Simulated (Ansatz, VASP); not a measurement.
**KF: VASP beside Ansatz**

The input POSCAR:

```
KF
1.0
    0.3354479764      2.8513077996      2.8513077996
    2.8513077996      0.3354479764      2.8513077996
    2.8513077996      2.8513077996      0.3354479764
K F
1 1
Direct
    0.0000000000      0.0000000000      0.0000000000
    0.5000000000      0.5000000000      0.5000000000
```

INCAR.step1

```
PREC = Accurate
ENCUT = 520
ISMEAR = 0
SIGMA = 0.05
LREAL = F
LASPH = T
NELM = 100
NBANDS = 15
GGA = PE
ALGO = Normal
EDIFF = 1E-4
LWAVE = T
LCHARG = F
```

INCAR.step2

```
PREC = Accurate
ENCUT = 520
EDIFF = 1E-6
ISMEAR = 0
SIGMA = 0.05
LREAL = F
LASPH = T
NELM = 100
ALGO = Normal
ISIF = 2
LWAVE = F
LCHARG = F
METAGGA = R2SCAN
LMIXTAU = T
NBANDS = 15
ISTART = 1
```

KPOINTS

```
Automatic mesh
0
Gamma
  8 8 8
```

Input for Ansatz:

```yaml
crystal:
  lattice:
    - [0.3354479764, 2.8513077996, 2.8513077996]
    - [2.8513077996, 0.3354479764, 2.8513077996]
    - [2.8513077996, 2.8513077996, 0.3354479764]
  atoms:
    - { symbol: K, position: [0.0, 0.0, 0.0] }
    - { symbol: F, position: [0.5, 0.5, 0.5] }
basis:
  ecutwfc: 500
kpoints:
  mp_grid: { grid: [8, 8, 8] }
hamiltonian:
  xc: r2scan
scf:
  occupations: { method: gaussian, width: 0.05 }
output:
  forces: true
  stress: true
  eigenvalues: true
```

Alike in both runs: task single point; functional r2SCAN; k mesh 8 × 8 × 8; occupations gaussian, width 0.05 eV; no spin polarisation.

```csv
,VASP,Ansatz
version,VASP 6.6.1,Ansatz 0.2.0
potentials or method,"VASP PAW PBE potentials, release 64 (K_sv, F)","scalar-relativistic, plane waves, PAW"
plane-wave cutoff (eV),520,500
valence electrons in the cell,16,16
```

|  | VASP | Ansatz | Ansatz less VASP |
| --- | --- | --- | --- |
| gap on the k mesh at the Fermi level (eV) | 6.57 | 6.58 | +0.001 |
| least direct gap on the mesh (eV) | 6.57 | 6.58 | +0.001 |
| pressure (GPa) | -1.2 | -1.2 | +0.03 |
| largest component of the traceless stress (GPa) | 2.27 | 2.28 | +0.009 |

Caveats: the PAW data sets were made with another functional, which shifts forces and pressure a little (VASP). A k mesh can miss the band edges. r2SCAN opens gaps a little over a GGA but as a rule still falls short of measured ones.
